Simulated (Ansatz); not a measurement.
Relaxed bulk TaC, space group Fm-3m (No. 225):

```xyz
2
Lattice="0.0000 2.2376 2.2376 2.2376 0.0000 2.2376 2.2376 2.2376 0.0000" Properties=species:S:1:pos:R:3 pbc="T T T"
Ta    0.0000    0.0000    0.0000
C     2.2376    2.2376    2.2376
```

These are results of DFT PBE, scalar-relativistic, plane waves, PAW in Ansatz, not measurements. Cutoff 420 eV, k spacing 0.19 to 0.25 Å⁻¹, dipole correction; no spin polarisation.

Slabs with different planes and terminations (top/bottom plane) are cut from it in 1×1 cells and relaxed. Each holds whole formula units counted by Ta and an excess Δn of C (negative: a deficit); ΔE is its energy over those formula units in the bulk and the excess in the standard state of C. The formation energy of TaC is -1.190 eV a formula unit (uncorrected), so Δμ(C) runs from -1.190 eV to 0 if no other compound intervenes.

| slab | A (Å²) | Δn(C) | ΔE (eV) |
| --- | --- | --- | --- |
| (111) Ta/Ta, Ta5C4 | 8.67 | -1.00 | 3.291 |
| (111) Ta/C, Ta5C5 | 8.67 | 0 | 4.470 |
| (100) TaC/TaC, Ta5C5 | 10.01 | 0 | 1.948 |

Task: Work out each slab's surface energy at the C-rich and C-poor ends.

Result: γ = [ΔE − Δn·Δμ(C)]/(2A) × 16.02 J/m² per eV/Å², the mean of both faces:

| slab | C-rich (J/m²) | C-poor (J/m²) |
| --- | --- | --- |
| (111) Ta/Ta, Ta5C4 | 3.04 | 1.94 |
| (111) Ta/C, Ta5C5 | 4.13 | 4.13 |
| (100) TaC/TaC, Ta5C5 | 1.56 | 1.56 |

Task: Does the lowest surface change with the conditions?

Result: No: among these slabs (100) TaC/TaC, Ta5C5 is lowest at both ends, and since each γ is a straight line in Δμ, throughout the range.

Only the planes named were cut, so another facet can lie lower still. Reconstructions in larger cells weren't sought.

The (100) surface is favoured because its planes contain Ta and C in equal numbers and each surface atom loses only a single nearest neighbour. Cutting along (111) removes half the nearest neighbours of each surface atom, breaking more of the strong Ta 5d–C 2p bonds per area, and exposes a polar plane of one element. The Ta-terminated face can partly compensate through metallic d–d bonding, whereas bare C is left with unsaturated 2p states. This probably explains why the mixed Ta/C slab is costlier than Ta/Ta even at the C-rich end, though its 4.13 J/m² can't be split rigorously between its two unlike faces.

The lowest surface energy doesn't by itself make (100) the only facet of a crystal. At 1.94 against 1.56 J/m², a Wulff construction would let Ta-terminated (111) truncate the corners of a (100) cube at the C-poor end, but not at the C-rich end. Whether TaC can reach such conditions is open, since the known subcarbide Ta₂C should form before the C-poor limit.
